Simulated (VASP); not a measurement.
# CaO (F-43m) in VASP: further runs

The runs below take CaO through single point, with r2SCAN, HSE06.

Everything below comes from runs of VASP 6.6.1. Logs are shortened: lines on timing, memory, paths and dates and some standing lists are left out, and cuts for length are marked.

## Step 1: The crystal as given

Symmetry: F-43m, No. 216, cubic system. The conventional cell has a = 5.213 Å, b = 5.213 Å, c = 5.213 Å, α = 90.00°, β = 90.00°, γ = 90.00°. Ca (site symmetry -43m) has 4 O at 2.26 Å as nearest neighbours. Around O (site symmetry -43m) lie 4 Ca at 2.26 Å.

The cell was built by a generator and needn't be a form met in nature.

## Step 2: Single point, r2SCAN

Contents of POSCAR:

```
CaO
1.0
    0.0000000000      2.6067317416      2.6067317416
    2.6067317416      0.0000000000      2.6067317416
    2.6067317416      2.6067317416      0.0000000000
Ca O
1 1
Direct
    0.0000000000      0.0000000000      0.0000000000
    0.2500000000      0.2500000000      0.2500000000
```

Contents of INCAR.step1:

```
ALGO     = Normal         # electronic algorithm
EDIFF    = 1E-4           # SCF threshold, eV
ENCUT    = 520            # plane-wave cutoff, eV
GGA      = PE             # functional
ISMEAR   = 0              # smearing method
LASPH    = True           # aspherical terms in the spheres
LCHARG   = False          # write CHGCAR
LREAL    = False          # projectors in reciprocal space
LWAVE    = True           # write WAVECAR
NBANDS   = 15             # bands
NELM     = 60             # most SCF steps
PREC     = Accurate       # precision mode
SIGMA    = 0.01           # smearing width, eV
```

Contents of INCAR.step2:

```
ALGO     = Normal         # electronic algorithm
EDIFF    = 1E-6           # SCF threshold, eV
ENCUT    = 520            # plane-wave cutoff, eV
ISIF     = 2              # what is computed and relaxed
ISMEAR   = 0              # smearing method
ISTART   = 1            
LASPH    = True           # aspherical terms in the spheres
LCHARG   = False          # write CHGCAR
LMIXTAU  = True         
LREAL    = False          # projectors in reciprocal space
LWAVE    = False          # write WAVECAR
METAGGA  = R2SCAN         # meta-GGA
NBANDS   = 15             # bands
NELM     = 60             # most SCF steps
PREC     = Accurate       # precision mode
SIGMA    = 0.01           # smearing width, eV
```

Contents of KPOINTS:

```
k-points
0
Gamma
  6 6 6
```

Potentials or basis: VASP PAW PBE potentials, release 64 (Ca_sv, O).

On the command line:

```console
$ cat potpaw_PBE.64/Ca_sv/POTCAR potpaw_PBE.64/O/POTCAR > POTCAR
$ cp INCAR.step1 INCAR
$ mpirun -np 1 vasp_std > vasp.out
$ cp INCAR.step2 INCAR
$ mpirun -np 1 vasp_std > vasp.out
```

OUTCAR:

```text
EDIFF = 1E-6
   ENCUT = 520
   ISIF = 2
   ISMEAR = 0
   ISTART = 1
   LASPH = True
   LREAL = False
   METAGGA = R2SCAN
   NELM = 60
   PREC = Accurate

 ion  position               nearest neighbor table
   1  0.000  0.000  0.000-   2 2.26   2 2.26   2 2.26   2 2.26
   2  0.250  0.250  0.250-   1 2.26   1 2.26   1 2.26   1 2.26

  LATTYP: Found a face centered cubic cell.
 ALAT       =     5.2134634832

  Lattice vectors:

 A1 = (   0.0000000000,   2.6067317416,   2.6067317416)
 A2 = (   2.6067317416,   0.0000000000,   2.6067317416)
 A3 = (   2.6067317416,   2.6067317416,   0.0000000000)

Analysis of symmetry for initial positions (statically):
=====================================================================
 Subroutine PRICEL returns:
 Original cell was already a primitive cell.

 Routine SETGRP: Setting up the symmetry group for a
 face centered cubic supercell.

 Subroutine GETGRP returns: Found 24 space group operations
 (whereof 24 operations were pure point group operations)
 out of a pool of 48 trial point group operations.

The static configuration has the point symmetry T_d .

Analysis of symmetry for dynamics (positions and initial velocities):
=====================================================================
 Subroutine PRICEL returns:
 Original cell was already a primitive cell.

 Routine SETGRP: Setting up the symmetry group for a
 face centered cubic supercell.

 Subroutine GETGRP returns: Found 24 space group operations
 (whereof 24 operations were pure point group operations)
 out of a pool of 48 trial point group operations.

The dynamic configuration has the point symmetry T_d .

 Subroutine INISYM returns: Found 24 space group operations
 (whereof 24 operations are pure point group operations),
 and found     1 'primitive' translations

----------------------------------------------------------------------------------------

                                     Primitive cell

  volume of cell :      35.4257

  direct lattice vectors                    reciprocal lattice vectors
     0.000000000  2.606731742  2.606731742    -0.191811068  0.191811068  0.191811068
     2.606731742  0.000000000  2.606731742     0.191811068 -0.191811068  0.191811068
     2.606731742  2.606731742  0.000000000     0.191811068  0.191811068 -0.191811068

  length of vectors
     3.686475382  3.686475382  3.686475382     0.332226516  0.332226516  0.332226516

  position of ions in fractional coordinates (direct lattice)
     0.000000000  0.000000000  0.000000000
     0.250000000  0.250000000  0.250000000

  ion indices of the primitive-cell ions
   primitive index   ion index
                 1           1
                 2           2

----------------------------------------------------------------------------------------

 KPOINTS: k-points

Automatic generation of k-mesh.
 Grid dimensions read from file:
 generate k-points for:    6    6    6

 Generating k-lattice:

  Cartesian coordinates                     Fractional coordinates (reciprocal lattice)
    -0.031968511  0.031968511  0.031968511     0.166666667  0.000000000  0.000000000
     0.031968511 -0.031968511  0.031968511     0.000000000  0.166666667  0.000000000
     0.031968511  0.031968511 -0.031968511     0.000000000  0.000000000  0.166666667

  Length of vectors
     0.055371086  0.055371086  0.055371086

  Shift w.r.t. Gamma in fractional coordinates (k-lattice)
     0.000000000  0.000000000  0.000000000

 Subroutine IBZKPT returns following result:
 ===========================================

 Found     16 irreducible k-points:

 Following reciprocal coordinates:
            Coordinates               Weight
  0.000000  0.000000  0.000000      1.000000
  0.166667  0.000000  0.000000      8.000000
  0.333333  0.000000  0.000000      8.000000
  0.500000  0.000000  0.000000      4.000000
  0.166667  0.166667  0.000000      6.000000
  0.333333  0.166667  0.000000     24.000000
[... 8 lines left out ...]
 -0.333333  0.333333  0.166667     24.000000
 -0.333333  0.500000  0.166667     12.000000
   k-points           NKPTS =     16   k-points in BZ     NKDIM =     16   number of bands    NBANDS=     15
   number of dos      NEDOS =    301   number of ions     NIONS =      2
   total plane-waves  NPLWV =  21952
   dimension x,y,z NGX =    28 NGY =   28 NGZ =   28
   dimension x,y,z NGXF=    56 NGYF=   56 NGZF=   56
   ions per type =               1   1
   NGX,Y,Z   is equivalent  to a cutoff of  12.63, 12.63, 12.63 a.u.
   NGXF,Y,Z  is equivalent  to a cutoff of  25.25, 25.25, 25.25 a.u.
 SYSTEM =  unknown system
   PREC   = accura    normal or accurate (medium, high low for compatibility)
   ISTART =      1    job   : 0-new  1-cont  2-samecut
   ICHARG =      0    charge: 1-file 2-atom 10-const
   ISPIN  =      1    spin polarized calculation?
   LNONCOLLINEAR =      F non collinear calculations
   LSORBIT =      F    spin-orbit coupling
   LASPH  =      T    aspherical Exc in radial PAW
   ENCUT  =  520.0 eV  38.22 Ry    6.18 a.u.   6.85  6.85  6.85*2*pi/ulx,y,z
   NELM   =     60;   NELMIN=  2; NELMDL=  0     # of ELM steps
   EDIFF  = 0.1E-05   stopping-criterion for ELM
   LREAL  =      F    real-space projection
   EDIFFG = 0.1E-04   stopping-criterion for IOM
   NSW    =      0    number of steps for IOM
   IBRION =     -1    ionic relax: 0-MD 1-quasi-New 2-CG
   NFREE  =      0    steps in history (QN), initial steepest desc. (CG)
   ISIF   =      2    stress and relaxation
   ISYM   =      2    0-nonsym 1-usesym 2-fastsym
   POTIM  = 0.5000    time-step for ionic-motion
   TEBEG  =    0.0;   TEEND  =   0.0 temperature during run
   PSTRESS=    0.0 pullay stress
   NELECT =      16.0000    total number of electrons
   NUPDOWN=      -1.0000    fix difference up-down
   EMIN   =  10.00;   EMAX   =-10.00  energy-range for DOS
   EFERMI =   0.00;   METHOD = LEGACY
   ISMEAR =     0;   SIGMA  =   0.01  broadening in eV -4-tet -1-fermi 0-gaus
   EFERMI_NEDOS =   21; number of points for ismear=-14 and -15
   IALGO  =     38    algorithm
   IMIX   =      4    mixing-type and parameters
     AMIX     =   0.40;   BMIX     =  1.00
     AMIX_MAG =   1.60;   BMIX_MAG =  1.00
  volume/ion in A,a.u.               =      17.71       119.53
  Fermi-wavevector in a.u.,A,eV,Ry     =   1.256055  2.373599 21.465543  1.577673
  Thomas-Fermi vector in A             =   2.389781
   LORBIT       =      0    0 simple, 1 ext, 2 COOP (PROOUT), +10 PAW based schemes
   METAGGA = R2SCAN    functional components
   LHFCALC =     F    Hartree Fock is set to
   AEXX    =    0.0000 exact exchange contribution
   IVDW    =     0    specifies the selected vdW correction
   LEPSILON=     F    determine dielectric tensor
   LRPA    =     F    only Hartree local field effects (RPA)
 non-spin polarized calculation
 Gauss-broadening in eV      SIGMA  =   0.01
  energy-cutoff  :      520.00
  volume of cell :       35.43
 maximum number of plane-waves:       962
   NGX = 13   NGY = 13   NGZ = 13

 number of electron      15.9999998 magnetization

 Free energy of the ion-electron system (eV)
  ---------------------------------------------------
  ext. energy  EPLUGINS =         0.00000000
  ---------------------------------------------------
  free energy    TOTEN  =       -18.94016042 eV

  energy without entropy =      -18.94016042  energy(sigma->0) =      -18.94016042

 E-fermi :   0.2755     XC(G=0):  -9.5810

 val. band max:        0.1461432564   @ k =  -0.3333   0.5000   0.1667
 cond. band min:       3.8798158910   @ k =   0.0000   0.0000   0.0000
 fundamental gap:      3.7336726346
 Fermi energy:         0.2754894841

 k-point     1 :       0.0000    0.0000    0.0000
  band No.  band energies     occupation
      1     -38.4129      2.00000
      2     -18.4726      2.00000
      3     -18.4726      2.00000
      4     -18.4726      2.00000
      5     -15.6064      2.00000
      6      -0.4783      2.00000
      7      -0.4783      2.00000
      8      -0.4783      2.00000
      9       3.8798      0.00000
     10       8.8010      0.00000
     11       8.8010      0.00000
     12      10.4326      0.00000
     13      10.4326      0.00000
     14      10.4326      0.00000
     15      17.5288      0.00000

 k-point     2 :       0.1667    0.0000    0.0000
  band No.  band energies     occupation
      1     -38.4014      2.00000
      2     -18.7050      2.00000
      3     -18.4865      2.00000
      4     -18.4865      2.00000
      5     -15.3811      2.00000
      6      -0.7238      2.00000
      7      -0.4050      2.00000
      8      -0.4050      2.00000
      9       4.7791      0.00000
     10       8.5288      0.00000
     11       8.5288      0.00000
     12      10.0344      0.00000
     13      10.6658      0.00000
     14      10.6658      0.00000
     15      15.0185      0.00000

 k-point     3 :       0.3333    0.0000    0.0000
  band No.  band energies     occupation
      1     -38.3785      2.00000
      2     -19.0878      2.00000
      3     -18.5140      2.00000
      4     -18.5140      2.00000
      5     -15.0248      2.00000
      6      -0.8813      2.00000
      7      -0.2733      2.00000
      8      -0.2733      2.00000
      9       6.2158      0.00000
     10       8.4655      0.00000
     11       8.4655      0.00000
     12       9.3979      0.00000
     13      10.5623      0.00000
     14      10.5623      0.00000
     15      12.9602      0.00000
[... 199 lines left out ...]
 k-point    15 :      -0.3333    0.3333    0.1667
  band No.  band energies     occupation
      1     -38.3556      2.00000
      2     -19.2583      2.00000
      3     -18.6844      2.00000
      4     -18.5830      2.00000
      5     -14.6974      2.00000
      6      -0.6652      2.00000
      7      -0.4320      2.00000
      8       0.0372      2.00000
      9       5.7923      0.00000
     10       7.3940      0.00000
     11       9.0378      0.00000
     12      10.3010      0.00000
     13      10.6220      0.00000
     14      12.1909      0.00000
     15      13.4662      0.00000

 k-point    16 :      -0.3333    0.5000    0.1667
  band No.  band energies     occupation
      1     -38.3518      2.00000
      2     -19.2970      2.00000
      3     -18.6719      2.00000
      4     -18.6169      2.00000
      5     -14.6496      2.00000
      6      -0.9360      2.00000
      7      -0.1796      2.00000
      8       0.1461      2.00000
      9       5.5123      0.00000
     10       7.2204      0.00000
     11       9.4562      0.00000
     12      10.0996      0.00000
     13      10.7468      0.00000
     14      13.2105      0.00000
     15      14.2804      0.00000

------------------------ aborting loop because EDIFF is reached ----------------------------------------

  FORCE on cell =-STRESS in cart. coord.  units (eV):
  Direction    XX          YY          ZZ          XY          YZ          ZX
  --------------------------------------------------------------------------------------
  -------------------------------------------------------------------------------------
  Total        0.1983492      0.1983492      0.1983492      0.0000000     -0.0000000      0.0000000
  in kB        8.9706107      8.9706107      8.9706107      0.0000000     -0.0000000      0.0000000
  external PRESSURE =       8.9706107 kB  Pullay stress =       0.0000000 kB

 VOLUME and BASIS-vectors are now :
 -----------------------------------------------------------------------------
  energy-cutoff  :      520.00
  volume of cell :       35.43
      direct lattice vectors                 reciprocal lattice vectors
     0.000000000  2.606731742  2.606731742    -0.191811068  0.191811068  0.191811068
     2.606731742  0.000000000  2.606731742     0.191811068 -0.191811068  0.191811068
     2.606731742  2.606731742  0.000000000     0.191811068  0.191811068 -0.191811068

 POSITION                                       TOTAL-FORCE (eV/Angst)
 -----------------------------------------------------------------------------------
      0.00000      0.00000      0.00000         0.000000     -0.000000      0.000000
      1.30337      1.30337      1.30337        -0.000000      0.000000     -0.000000
 -----------------------------------------------------------------------------------
    total drift:                               -0.000000     -0.000000     -0.000000

  FREE ENERGIE OF THE ION-ELECTRON SYSTEM (eV)
  ---------------------------------------------------
  free  energy   TOTEN  =       -18.9401604198 eV

  energy  without entropy=      -18.9401604198  energy(sigma->0) =      -18.94016042
```

It took 21 s on 1 thread of Intel Xeon 6975P-C (Granite Rapids), shared host; peak memory 0.16 GiB.

Results:

| Quantity | Value |
| --- | --- |
| Free energy | -18.9402 eV |
| Pressure | 0.9 GPa |
| Band gap on the k mesh | 3.73 eV, indirect (least direct gap 4.36 eV) |

Levels at points of the mesh, in eV from the valence-band top:
```tsv
k point	band 4	band 5	band 6	band 7	band 8	band 9	band 10	band 11	band 12	band 13
(0.00, 0.00, 0.00)	-18.62	-15.75	-0.62	-0.62	-0.62	3.73	8.65	8.65	10.29	10.29
(0.50, 0.00, 0.00)	-18.67	-15.03	-0.99	-0.36	-0.36	6.58	8.53	8.53	8.82	10.08
(0.50, 0.50, 0.00)	-18.76	-14.81	-1.42	0.00	0.00	5.34	7.22	9.74	10.04	10.04
```

Caveat: the PAW data sets were made with another functional, which shifts forces and pressure a little.

## Step 3: Single point, HSE06

POSCAR is that of step 2.

Contents of INCAR.step1:

```
  ALGO = Normal
  EDIFF = 1E-5
  ENCUT = 520
  GGA = PE
  ISIF = 2
  ISMEAR = 0
  LASPH = T
  LREAL = F
  LWAVE = T
  NBANDS = 15
  NELM = 80
  PREC = Accurate
  SIGMA = 0.01
```

Contents of INCAR.step2:

```
  ALGO = Normal
  EDIFF = 1E-6
  ENCUT = 520
  GGA = PE
  HFSCREEN = 0.2079
  ISIF = 2
  ISMEAR = 0
  ISTART = 1
  LASPH = T
  LCHARG = T
  LELF = T
  LHFCALC = T
  LREAL = F
  LVHAR = T
  LWAVE = F
  NBANDS = 15
  NELM = 80
  PREC = Accurate
  PRECFOCK = Normal
  SIGMA = 0.01
```

Contents of KPOINTS:

```
k-points
0
Gamma
  4 4 4
```

Potentials or basis: VASP PAW PBE potentials, release 64 (Ca_sv, O).

On the command line:

```console
$ cat potpaw_PBE.64/Ca_sv/POTCAR potpaw_PBE.64/O/POTCAR > POTCAR
$ cp INCAR.step1 INCAR
$ mpirun -np 1 vasp_std > vasp.out
$ cp INCAR.step2 INCAR
$ mpirun -np 1 vasp_std > vasp.out
```

Run time: 2.7 min. Hardware: 1 thread of Intel Xeon 6975P-C (Granite Rapids), shared host; peak memory 0.27 GiB.

The run converged. Its results:

- Free energy: -14.4503 eV
- Pressure: 0.6 GPa
- Band gap on the k mesh: 4.71 eV, indirect (least direct gap 5.34 eV)

Levels at points of the mesh, in eV from the valence-band top:
```
           k point  band 5  band 6  band 7  band 8  band 9  band 10  band 11  band 12
(0.00, 0.00, 0.00)  -16.23   -0.62   -0.62   -0.62    4.71    10.11    10.11    11.81
(0.50, 0.00, 0.00)  -15.44   -1.05   -0.35   -0.35    7.85     9.80     9.93     9.93
(0.50, 0.50, 0.00)  -15.21   -1.49    0.00    0.00    6.52     8.44    11.32    11.57
```

Caveat: the k mesh is coarse (spacing up to 0.52 Å⁻¹), so the values aren't converged, least of all with exact exchange; the PAW data sets were made with another functional, which shifts forces and pressure a little. A k mesh can miss the band edges.
